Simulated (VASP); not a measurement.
A run of VASP 6.6.1:

POSCAR

```
KBr
1.0
    0.0000000000      3.3000000000      3.3000000000
    3.3000000000      0.0000000000      3.3000000000
    3.3000000000      3.3000000000      0.0000000000
Br K
1 1
Direct
    0.5000000000      0.5000000000      0.5000000000
    0.0000000000      0.0000000000      0.0000000000
```

Contents of INCAR.step1:

```
SYSTEM = KBr
PREC     = Accurate       ! precision mode
ENCUT    = 520            ! plane-wave cutoff, eV
EDIFF    = 1E-5           ! SCF threshold, eV
ISMEAR   = -1             ! smearing method
SIGMA    = 0.05           ! smearing width, eV
LREAL    = .False.        ! projectors in reciprocal space
LASPH    = .True.         ! aspherical terms in the spheres
NELM     = 100            ! most SCF steps
ALGO     = Normal         ! electronic algorithm
ISIF     = 2              ! what is computed and relaxed
LWAVE    = .True.         ! write WAVECAR
NBANDS   = 15             ! bands
GGA      = PE             ! functional
```

INCAR.step2

```
SYSTEM = KBr
PREC     = Accurate       ! precision mode
ENCUT    = 520            ! plane-wave cutoff, eV
EDIFF    = 1E-7           ! SCF threshold, eV
ISMEAR   = -1             ! smearing method
SIGMA    = 0.05           ! smearing width, eV
LREAL    = .False.        ! projectors in reciprocal space
LASPH    = .True.         ! aspherical terms in the spheres
NELM     = 100            ! most SCF steps
ALGO     = Normal         ! electronic algorithm
ISIF     = 2              ! what is computed and relaxed
LWAVE    = .False.        ! write WAVECAR
LCHARG   = .False.        ! write CHGCAR
GGA      = PE             ! functional
LHFCALC  = .True.         ! exact exchange
HFSCREEN = 0.1            ! screening, 1/A
AEXX     = 0.25           ! exact-exchange fraction
PRECFOCK = Fast         
NBANDS   = 15             ! bands
ISTART   = 1
```

File KPOINTS:

```
Automatic mesh
0
Gamma
  4 4 4
  0 0 0
```

Potentials or basis: VASP PAW PBE potentials, release 64 (Br, K_sv).

The run is started by

```bash
$ cat potpaw_PBE.64/Br/POTCAR potpaw_PBE.64/K_sv/POTCAR > POTCAR
$ cp INCAR.step1 INCAR
$ mpirun -np 1 vasp_std > vasp.out
$ cp INCAR.step2 INCAR
$ mpirun -np 1 vasp_std > vasp.out
```

Hardware: 1 thread of Intel(R) Xeon(R) Platinum 8488C (Sapphire Rapids), with other jobs on the host.

Problem. How long does it take, and how much memory?

Solution. Run time: 3.1 min on 1 thread of Intel(R) Xeon(R) Platinum 8488C (Sapphire Rapids), on a shared host, peak memory 0.31 GiB. Counts: scf iterations 9, k points 8.
